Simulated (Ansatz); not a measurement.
# PtSe2: the cost of one run

Program: Ansatz 0.2.0. Level of theory: DFT PBEsol, scalar-relativistic, plane waves, PAW. These are calculated values, not measurements.

The COD entry's cell or inner coordinates are ideal or old and differ from later refinements, so a difference from it is no clean test against experiment.

2 further runs of the same task are left out: 1 that didn't finish, 1 set aside as unsound or not needed.

### 1 The starting structure

It takes space group P-3m1 (No. 164, trigonal). Conventional cell: a = 3.761 Å, b = 3.761 Å, c = 4.863 Å, α = 90.00°, β = 90.00°, γ = 120.00°. Around Pt (site symmetry -3m) lie 6 Se at 2.51 Å. Se (site symmetry 3m) has 3 Pt at 2.51 Å as nearest neighbours.

Structure file:

```cif
data_structure
_symmetry_space_group_name_H-M 'P-3m1'
_symmetry_Int_Tables_number 164
_cell_length_a 3.7607
_cell_length_b 3.7607
_cell_length_c 4.8633
_cell_angle_alpha 90.000
_cell_angle_beta 90.000
_cell_angle_gamma 120.000
_cell_volume 59.57
loop_
_atom_site_label
_atom_site_type_symbol
_atom_site_symmetry_multiplicity
_atom_site_Wyckoff_symbol
_atom_site_fract_x
_atom_site_fract_y
_atom_site_fract_z
_atom_site_occupancy
Pt1 Pt 1 a 0.00000 0.00000 0.00000 1
Se1 Se 2 d 0.33333 0.66667 0.26068 1
```

This cell was relaxed beforehand with the same method: volume 19.86 Å³/atom, gap on the mesh none (metal).

### 2 The reference cell

Reference values: F = -23233.4731 eV; pressure -0.01 GPa; largest force 0.003 eV/Å; gap on the mesh none (metal). It was computed beforehand with the settings of the runs below.

### 3 Next: energy and stress against strain

The cell is strained by ε times the Voigt pattern (1, 0, 0, 0, 0, 0) (xx, yy, zz, yz, xz, xy; engineering shear), with fractional coordinates fixed (clamped ions). The stress on the pattern is the sum of the stress components weighted by it, tension positive.

### 4 ε = -0.0600

The input, input.yaml:

```yaml
crystal:
  lattice:
    - [3.5350814127, 0.0, 0.0]
    - [-1.7675407063, 3.2568833062, 0.0]
    - [0.0, 0.0, 4.8633103101]
  atoms:
    - { symbol: Pt, position: [0.0, 0.0, 0.0] }
    - { symbol: Se, position: [0.3333333333, 0.6666666667, 0.2606754608] }
    - { symbol: Se, position: [0.6666666667, 0.3333333333, 0.7393245392] }
basis:
  ecutwfc: 420
kpoints:
  mp_grid: { grid: [12, 12, 10] }
hamiltonian:
  xc: pbesol
scf:
  occupations: { method: gaussian, width: 0.15 }
output:
  forces: true
  stress: true
  eigenvalues: true
```

Command:

```console
> ansatz run input.yaml --threads 1 --pin off --max-ram 2560MiB --backend cpu --events-out ev --progress --plain --runs-dir out
```

**Question.** How long does this run take on 1 thread of Arm Neoverse V2, shared host, and how much memory does it need?

About 27 s, with a peak of 0.68 GiB.
